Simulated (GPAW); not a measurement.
# SnTe (Fm-3m) in GPAW: a series of runs, part 3 of 3

GPAW 26.7.0. Earlier steps stand in the parts before.

## Step 6: Equation of state, LDA

Input file run.py:

```python
from ase.eos import EquationOfState
from ase.io import Trajectory, read
from ase.units import GPa
from gpaw import GPAW, PW, setup_paths

setup_paths.insert(0, '.')

atoms = read('SnTe.cif')

traj = Trajectory('eos.traj', 'w')
volumes, energies = [], []
for x in [0.94, 0.96, 0.98, 1.0, 1.02, 1.04, 1.06]:
    a = atoms.copy()
    a.set_cell(atoms.cell * x**(1 / 3), scale_atoms=True)
    calc = GPAW(mode=PW(600),
                xc='LDA',
                kpts={'size': (6, 6, 6), 'gamma': True},
                occupations={'name': 'fermi-dirac', 'width': 0.05},
                nbands=19,
                convergence={'density': 1e-05, 'energy': 1e-05},
                maxiter=150,
                txt=f'eos-{x:.2f}.txt')
    a.calc = calc
    energies.append(a.get_potential_energy(force_consistent=True))
    volumes.append(a.get_volume())
    p = -a.get_stress()[:3].mean() / GPa
    calc.write(f'eos-{x:.2f}.gpw')
    traj.write(a)
    print(f'{x:.2f} {volumes[-1]:10.4f} A^3 {energies[-1]:14.6f} eV {p:9.3f} GPa', flush=True)

v0, e0, B = EquationOfState(volumes, energies, eos='birchmurnaghan').fit()
print(f'V0 = {v0:.4f} A^3, E0 = {e0:.6f} eV, B0 = {B / GPa:.2f} GPa')
```

Input file SnTe.cif:

```cif
data_SnTe
_cell_length_a 4.45597480
_cell_length_b 4.45597480
_cell_length_c 4.45597480
_cell_angle_alpha 60.00000000
_cell_angle_beta 60.00000000
_cell_angle_gamma 60.00000000
_space_group_name_H-M_alt 'P1'
_space_group_name_Hall 'P 1'
_space_group_IT_number 1
loop_
_space_group_symop_operation_xyz
'x,y,z'
loop_
_atom_site_label
_atom_site_type_symbol
_atom_site_symmetry_multiplicity
_atom_site_Wyckoff_symbol
_atom_site_fract_x
_atom_site_fract_y
_atom_site_fract_z
_atom_site_occupancy
Te1 Te 1 a 0.5000000000 0.5000000000 0.5000000000 1
Sn1 Sn 1 a 0.0000000000 0.0000000000 0.0000000000 1
```

Potentials or basis: PAW data sets generated in the run's folder for this functional, pw.

The run is started by

```bash
$ gpaw-setup -f LDA Sn Te
$ OMP_NUM_THREADS=1 python run.py
```

Standard output:

```text
__  _  _
 | _ |_)|_||  |
 |__||  | ||/\| - 26.7.0

Input parameters:
  mode=PW(ecut=600.0),
  convergence={'density': 1e-05, 'energy': 1e-05},
  kpts=MonkhorstPack(size=(6, 6, 6), gamma=True),
  maxiter=150,
  nbands=19,
  occupations=Occupations(name='fermi-dirac', width=0.05),
  xc=XC(name='LDA')

Diagonalizing LCAO Hamiltonian
Converting LCAO to pw mode

                    Te

       Sn

Atoms  # Å, Bohr magnetons
|   | symbol |        x |        y |        z |    initial magnetic moments |
|---|--------|----------|----------|----------|-----------------------------|
| 0 |     Te | 4.395752 | 2.537888 | 1.794558 | ( 0.0000,  0.0000,  0.0000) |
| 1 |     Sn | 0.000000 | 0.000000 | 0.000000 | ( 0.0000,  0.0000,  0.0000) |

Unit cell  # Å
| periodic |        x |        y |        z |  lengths |    angles |
|----------|----------|----------|----------|----------|-----------|
|      yes | 4.395752 | 0.000000 | 0.000000 | 4.395752 | 60.000000 |
|      yes | 2.197876 | 3.806833 | 0.000000 | 4.395752 | 60.000000 |
[... 197 lines left out ...]
|iter:   9| |   -9.144306c| -8.70c| -6.00c|

Converged in 9 steps
Energy contributions relative to reference atoms: (reference = -352503.082954)

Energy contributions:
  Kinetic:          14.509825
  Coulomb:         -14.284199
  Zero:              0.113397
  External:          0.000000
  Xc:               -9.482678
  Entropy:          -0.001301
  Spinorbit:         0.000000
  ----------------------------
  Free energy:      -9.144957
  Extrapolated:     -9.144306

dipole moment: (-30.038214, -17.342571, -12.263049)  # |e|*Ang

Fermi level: 6.652
Eigenvalues  # (at kpt = [0.000, 0.000, 0.000])
| band index |      eig [eV] | occ [0-2] |
|------------|---------------|-----------|
|          0 |       -15.164 |     2.000 |
|        ... |               |           |
|          2 |       -15.150 |     2.000 |
|          3 |       -15.150 |     2.000 |
|          4 |       -15.150 |     2.000 |
|          5 |        -6.512 |     2.000 |
|          6 |         1.957 |     2.000 |
|          7 |         4.385 |     2.000 |
[... 9 lines left out ...]
|         17 |        13.683 |     0.000 |
|         18 |        13.683 |     0.000 |

Gap: 0.234 eV
Transition (v -> c):
  (s=0, k=15, n=9, [0.50, 0.50, 0.50]) -> (s=0, k=15, n=10, [0.50, 0.50, 0.50])
No difference between direct/indirect transitions

Stress tensor  # eV/Ang^3
|         x |         y |         z |
|-----------|-----------|-----------|
| -0.000988 |  0.000000 |  0.000000 |
| -0.000000 | -0.000988 | -0.000000 |
|  0.000000 |  0.000000 | -0.000988 |

# Writing to eos-0.96.gpw (mode='')
```

stdout:

```text
0.94    58.8086 A^3      -9.139145 eV     1.320 GPa
0.96    60.0599 A^3      -9.144957 eV     0.158 GPa
0.98    61.3111 A^3      -9.142211 eV    -0.871 GPa
1.00    62.5624 A^3      -9.131912 eV    -1.781 GPa
1.02    63.8136 A^3      -9.114912 eV    -2.585 GPa
1.04    65.0649 A^3      -9.092007 eV    -3.298 GPa
1.06    66.3161 A^3      -9.063844 eV    -3.933 GPa
V0 = 60.2612 A^3, E0 = -9.145062 eV, B0 = 51.61 GPa
```

eos-0.94.txt:

```text
SCF iterations
|iter     | |      energy | eigst |  dens |
|---------|-|-------------|-------|-------|
|iter:   1| |   -9.175170 | -0.05 |       |
|iter:   2| |   -9.171183 | -2.31 | -1.52 |
|iter:   3| |   -9.139535 | -2.94 | -1.56 |
|iter:   4| |   -9.138597 | -4.04 | -2.14 |
|iter:   5| |   -9.138582 | -5.15 | -2.70 |
[... 45 lines left out ...]

Gap: 0.298 eV
Transition (v -> c):
  (s=0, k=15, n=9, [0.50, 0.50, 0.50]) -> (s=0, k=15, n=10, [0.50, 0.50, 0.50])
No difference between direct/indirect transitions

Stress tensor  # eV/Ang^3
|         x |         y |         z |
|-----------|-----------|-----------|
| -0.008239 |  0.000000 |  0.000000 |
|  0.000000 | -0.008239 | -0.000000 |
|  0.000000 |  0.000000 | -0.008239 |

# Writing to eos-0.94.gpw (mode='')
```

Wall time 88 s (1 thread of Arm Neoverse V1, shared host); peak memory 0.25 GiB.

Results:

* Equilibrium volume: 30.13 Å³/atom
* Bulk modulus: 52 GPa
* Pressure derivative of the bulk modulus: 4.9

Energy against volume, from the lowest point:
| volume (Å³/atom) | energy (meV/atom) |
| --- | --- |
| 29.404 | 2.91 |
| 30.030 | 0.00 |
| 30.656 | 1.37 |
| 31.281 | 6.52 |
| 31.907 | 15.02 |
| 32.532 | 26.48 |
| 33.158 | 40.56 |

The run has no spin-orbit coupling, so splittings on Te are missing. LDA usually gives volumes a few per cent too small.

## Step 7: Overview

```csv
task,level,potentials or basis,spin,band path,band points,spin axis theta (degrees),spin axis phi (degrees),soc after scf,gap on the mesh (eV),V0 of scaled cells (Å³/atom),B0 (GPa)
band structure,revPBE,"the program's PAW data sets (release 1.2.1) made for this functional, pw","SOC, no magnetisation","GXWKGLUWLK,UX",100,0,0,second variation,0.30,-,-
single point,TB-mBJ,"GPAW PAW data sets for LDA (gpaw-data 1.2.1), pw",off,-,-,-,-,-,0.10,-,-
equation of state,RPBE+D3,"the program's PAW data sets (release 1.2.1) made for this functional, pw",off,-,-,-,-,-,-,32.62,37
equation of state,LDA,"PAW data sets generated in the run's folder for this functional, pw",off,-,-,-,-,-,-,30.13,52
```

Alike in all rows: cell as given; k mesh 6 × 6 × 6; cutoff (eV) 600; smearing fermi-dirac 0.05 eV.

Caveats: spin-orbit coupling was added after a scalar SCF, so levels and gaps hold it while energy, forces, pressure and moments don't (some runs); this program's spin-orbit splittings come out too wide for heavy elements (some runs); a model potential gives levels but no total energy (some runs); the PAW data sets were made with another functional, which shifts forces and pressure a little (some runs); spin-orbit coupling is left out, which moves the levels of the heavy elements (some runs).

Total energies depend on the potentials used, so only differences within one code and one set of settings carry meaning.

## Step 8: Comparison with measurements

Step 3. Measured direct gap of SnTe: 0.18 eV (direct; 300 K; a printed reference work, textbook). This calculation gives 0.30 eV (+0.12 eV). The value is that of revPBE, without temperature or zero-point motion.

Step 4. A measured gap of SnTe is 0.18 eV (direct; 300 K; a printed reference work, textbook); the calculated 0.10 eV misses it by -0.08 eV. Spin-orbit coupling on Sn, Te is left out. The value is that of TB-mBJ on a finite k mesh, which can miss the band edges, without temperature or zero-point motion.
